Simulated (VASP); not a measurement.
# VASP 6.6.1 run: SrCl2

INCAR

```
NBANDS = 13
ENCUT = 520
PREC = High
NSW = 0
ISIF = 2
SIGMA = 0.02
GGA = PE
NELM = 120
ISMEAR = -1
LCHARG = .FALSE.
IBRION = -1
LREAL = .FALSE.
EDIFF = 1E-7
LWAVE = .FALSE.
LASPH = .FALSE.
```

KPOINTS

```
KPOINTS created by Atomic Simulation Environment
0
Gamma
6 6 6
0 0 0
```

POSCAR

```
Sr Cl
 1.0000000000000000
     0.0000000000000000    3.5501838564999999    3.4714851996000000
     3.5501838564999999    0.0000000000000000    3.4714851996000000
     3.5501838564999999    3.5501838564999999    0.0000000000000000
 Sr  Cl
   1   2
Cartesian
  0.0000000000000000  0.0000000000000000  0.0000000000000000
  1.7750919282500000  1.7750919282500000  1.7357425998000005
  5.3252757847499996  5.3252757847499996  5.2072277994000009
```

The recommended PBE PAW datasets give the neutral cell 24 valence electrons.

Command

```
mpirun -np 1 vasp_std
```

OSZICAR

```
N       E                     dE             d eps       ncg     rms          rms(c)
DAV:   1     0.179498086764E+03    0.17950E+03   -0.11685E+04   780   0.166E+03
DAV:   2    -0.113589861199E+00   -0.17961E+03   -0.17886E+03  1089   0.297E+02
DAV:   3    -0.125113412192E+02   -0.12398E+02   -0.12298E+02   850   0.863E+01
DAV:   4    -0.130721577283E+02   -0.56082E+00   -0.56077E+00  1476   0.162E+01
DAV:   5    -0.130761793809E+02   -0.40217E-02   -0.40216E-02  1037   0.123E+00    0.120E+01
DAV:   6    -0.127679561208E+02    0.30822E+00   -0.87378E-01   895   0.640E+00    0.797E+00
DAV:   7    -0.127772361272E+02   -0.92800E-02   -0.47649E-01  1148   0.514E+00    0.212E+00
DAV:   8    -0.127836736427E+02   -0.64375E-02   -0.63952E-02   930   0.184E+00    0.309E-01
DAV:   9    -0.127851764380E+02   -0.15028E-02   -0.25637E-03  1065   0.371E-01    0.124E-01
DAV:  10    -0.127867418384E+02   -0.15654E-02   -0.13554E-03   855   0.299E-01    0.310E-02
DAV:  11    -0.127868029443E+02   -0.61106E-04   -0.93163E-05  1232   0.641E-02    0.301E-02
DAV:  12    -0.127868193362E+02   -0.16392E-04   -0.19569E-05   990   0.312E-02    0.781E-03
DAV:  13    -0.127868222421E+02   -0.29059E-05   -0.47599E-06  1052   0.158E-02    0.263E-03
DAV:  14    -0.127868222569E+02   -0.14785E-07   -0.19506E-07   940   0.396E-03
   1 F= -.12786822E+02 E0= -.12786822E+02  d E =-.179478E-11
```

From OUTCAR

```
k-points           NKPTS =     30   k-points in BZ     NKDIM =     30   number of bands    NBANDS=     13

   NELECT =      24.0000    total number of electrons

   dimension x,y,z NGX =    40 NGY =   40 NGZ =   40
   dimension x,y,z NGXF=    42 NGYF=   42 NGZF=   42

  energy-cutoff  :      520.00
  volume of cell :       87.51
      direct lattice vectors                 reciprocal lattice vectors
     0.000000000  3.550183856  3.471485200    -0.140837776  0.140837776  0.144030572
     3.550183856  0.000000000  3.471485200     0.140837776 -0.140837776  0.144030572
     3.550183856  3.550183856  0.000000000     0.140837776  0.140837776 -0.144030572

 k-points in reciprocal lattice and weights: KPOINTS created by Atomic Simulation Env
   0.00000000  0.00000000  0.00000000       0.005
   0.16666667  0.00000000  0.00000000       0.037
   0.33333333 -0.00000000  0.00000000       0.037
   0.50000000  0.00000000  0.00000000       0.019
   0.16666667  0.16666667  0.00000000       0.009
   0.33333333  0.16666667  0.00000000       0.037
   0.50000000  0.16666667  0.00000000       0.037
  -0.33333333  0.16666667  0.00000000       0.037
   ...

 E-fermi :   0.4838

 k-point     1 :       0.0000    0.0000    0.0000
  band No.  band energies     occupation
      1     -33.0322      2.00000
      2     -15.0153      2.00000
      3     -15.0086      2.00000
      4     -15.0086      2.00000
      5     -13.2546      2.00000
      6     -12.4624      2.00000
      7      -2.1060      2.00000
      8      -2.0413      2.00000
      9      -2.0413      2.00000
     10      -0.4210      2.00000
     11      -0.4210      2.00000
     12      -0.2526      2.00000
     13       5.1676      0.00000

 k-point     2 :       0.1667    0.0000    0.0000
  band No.  band energies     occupation
      1     -33.0315      2.00000
      2     -15.0802      2.00000
      3     -15.0156      2.00000
      4     -15.0117      2.00000
      5     -13.1263      2.00000
      6     -12.5155      2.00000
      7      -1.9905      2.00000
      8      -1.9497      2.00000
      9      -1.8841      2.00000
     10      -0.6840      2.00000
     11      -0.5548      2.00000
     12      -0.4361      2.00000
     13       5.7401      0.00000

 k-point     3 :       0.3333   -0.0000    0.0000
  band No.  band energies     occupation
      1     -33.0302      2.00000
      2     -15.1951      2.00000
      3     -15.0212      2.00000
      4     -15.0180      2.00000
      5     -12.9252      2.00000
      6     -12.5817      2.00000
      7      -1.7252      2.00000
      8      -1.7200      2.00000
      9      -1.5643      2.00000
     10      -1.1648      2.00000
     11      -0.8512      2.00000
     12      -0.7869      2.00000
     13       6.5396      0.00000

 k-point     4 :       0.5000    0.0000    0.0000
  band No.  band energies     occupation
      1     -33.0295      2.00000
      2     -15.2440      2.00000
      3     -15.0239      2.00000
      4     -15.0211      2.00000
      5     -12.8808      2.00000
      6     -12.5634      2.00000
      7      -1.5393      2.00000
      8      -1.5184      2.00000
      9      -1.4710      2.00000
     10      -1.3052      2.00000
     11      -1.0573      2.00000
     12      -1.0387      2.00000
     13       6.6419      0.00000

 ...

  Total       -0.2095954     -0.2095954      0.3972066      0.0000000      0.0000000      0.0000000
  in kB       -3.8374732     -3.8374732      7.2724378      0.0000000      0.0000000      0.0000000
  external PRESSURE =      -0.1341695 kB  Pullay stress =       0.0000000 kB

 POSITION                                       TOTAL-FORCE (eV/Angst)
 -----------------------------------------------------------------------------------
      0.00000      0.00000      0.00000         0.000000     -0.000000      0.000000
      1.77509      1.77509      1.73574        -0.000000     -0.000000     -0.000000
      5.32528      5.32528      5.20723         0.000000      0.000000      0.000000
 -----------------------------------------------------------------------------------
    total drift:                               -0.000000     -0.000000      0.000000

  FREE ENERGIE OF THE ION-ELECTRON SYSTEM (eV)
  ---------------------------------------------------
  free  energy   TOTEN  =       -12.7868222569 eV

  energy  without entropy=      -12.7868222569  energy(sigma->0) =      -12.78682226
```

It converged. Results: gap between bands v and c on the k mesh 5.12 eV; least direct gap on the k mesh 5.42 eV; pressure 0.0 GPa. Band v is the last that the valence electrons fill when counted band by band, and c is the next.

For comparison, a separate PBE run of the intended cell, on usual settings and not on those above, gives a gap of 5.12 eV on its mesh and a pressure of 0.0 GPa.

The run above took about 29 s on one core of a shared host (Intel Xeon Platinum 8488C) and held 0.16 GiB at most.
